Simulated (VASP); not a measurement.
Set up this calculation in VASP 6.6.1, as the native input.

```yaml
Task: relaxation of cell and atoms
Functional: PBEsol
Potentials_or_basis: VASP PAW PBE potentials, release 64 (Ru)
Cutoff: 580 eV
k_mesh: 20 × 20 × 20
Occupations: gaussian, width 0.1 eV
Spin: no spin polarisation
Further_INCAR_settings: ALGO = Normal; EDIFF = 1e-07; IBRION = 2; EDIFFG = -0.005; NSW = 90; ISIF = 3
```

The structure of Ru lies in POSCAR:

```
Ru
1.0
   -1.5036946000      1.5036946000      1.5036946000
    1.5036946000     -1.5036946000      1.5036946000
    1.5036946000      1.5036946000     -1.5036946000
Ru
1
Direct
    0.0000000000      0.0000000000      0.0000000000
```

This isn't the form of Ru at room conditions, which is hcp.

One way to write it, as run:

INCAR

```
SYSTEM = Ru
  PREC = Accurate
  ENCUT = 580
  EDIFF = 1E-7
  ISMEAR = 0
  SIGMA = 0.1
  LREAL = .FALSE.
  LASPH = .TRUE.
  NELM = 80
  ALGO = Normal
  ISIF = 3
  LWAVE = .FALSE.
  LCHARG = .FALSE.
  GGA = PS
  IBRION = 2
  NSW = 90
  EDIFFG = -0.005
```

KPOINTS

```
Automatic mesh
0
G
  20 20 20
  0 0 0
```

Potentials or basis: VASP PAW PBE potentials, release 64 (Ru).

Launch:

```bash
$ cat potpaw_PBE.64/Ru/POTCAR > POTCAR
$ mpirun -np 1 vasp_std > vasp.out
```

Results of the run:

- Relaxed volume: 13.66 Å³/atom
- Relaxed cell: a = 2.608 Å, b = 2.608 Å, c = 2.608 Å, α = 109.47°, β = 109.47°, γ = 109.47°
- Space group after relaxing (to 0.05 Å): Im-3m (No. 229)
- Energy gained by relaxing: 0.2 meV/atom
- Ionic steps: 3
- Pressure after relaxing: 0.0 GPa
- Band gap on the k mesh: none (metal or under the smearing width)

Caveat: the PAW data sets were made with another functional, which shifts forces and pressure a little.

It took 29 s on 1 thread of Intel(R) Xeon(R) Platinum 8488C (Sapphire Rapids), on a shared host, peak memory 0.16 GiB.
